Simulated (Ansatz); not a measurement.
LiF under strains and displacements

Computed with DFT PBE, scalar-relativistic, plane waves, PAW (Ansatz 0.2.0).

Plane waves to 420 eV, a k mesh through Γ of 10×10×10 on the computed 2-atom cell and Gaussian smearing (0.02 eV); no spin polarisation.

Reference cell:

```yaml
crystal:
  lattice:
    - [0.00000, 2.01400, 2.01400]
    - [2.01400, 0.00000, 2.01400]
    - [2.01400, 2.01400, 0.00000]
  atoms:
    - { symbol: Li, position: [0.00000, 0.00000, 0.00000] }
    - { symbol: F, position: [0.50000, 0.50000, 0.50000] }
```

Each variant moves atoms of this cell by the vectors given, if any (Å), and then applies a symmetric strain (tensor components, Cartesian axes). The reference cell isn't relaxed at this level. Energies are per atom at zero smearing, counted from the lowest variant. Pressure is positive in compression.

1. strain (xx yy zz yz xz xy, %) -3.37 -4.25 -3.68 2.00 -0.08 -0.75; moves: Li1 (-0.177, -0.004, 0.177); F2 (0.177, 0.004, -0.177)
2. no strain; moves: F2 (0.072, 0.029, -0.211)
3. strain (xx yy zz yz xz xy, %) 0.51 0.51 0.51 -1.00 1.00 -1.00; moves: Li1 (-0.087, 0.087, -0.087); F2 (0.087, -0.087, 0.087)

```json
{"variant": "1", "ΔE (meV/atom)": "?", "P (GPa)": "?", "largest force (eV/Å)": "?", "gap on mesh (eV)": "?", "space group": "?"}
{"variant": "2", "ΔE (meV/atom)": "0.0", "P (GPa)": "4.27", "largest force (eV/Å)": "0.49", "gap on mesh (eV)": "9.01", "space group": "P1"}
{"variant": "3", "ΔE (meV/atom)": "11.3", "P (GPa)": "4.65", "largest force (eV/Å)": "0.45", "gap on mesh (eV)": "8.87", "space group": "R3m"}
```

Q: Give the withheld rows.

A:
| variant | ΔE (meV/atom) | P (GPa) | largest force (eV/Å) | gap on mesh (eV) | space group |
| --- | --- | --- | --- | --- | --- |
| 1 | 208.0 | 27.17 | 1.77 | 9.58 | P1 |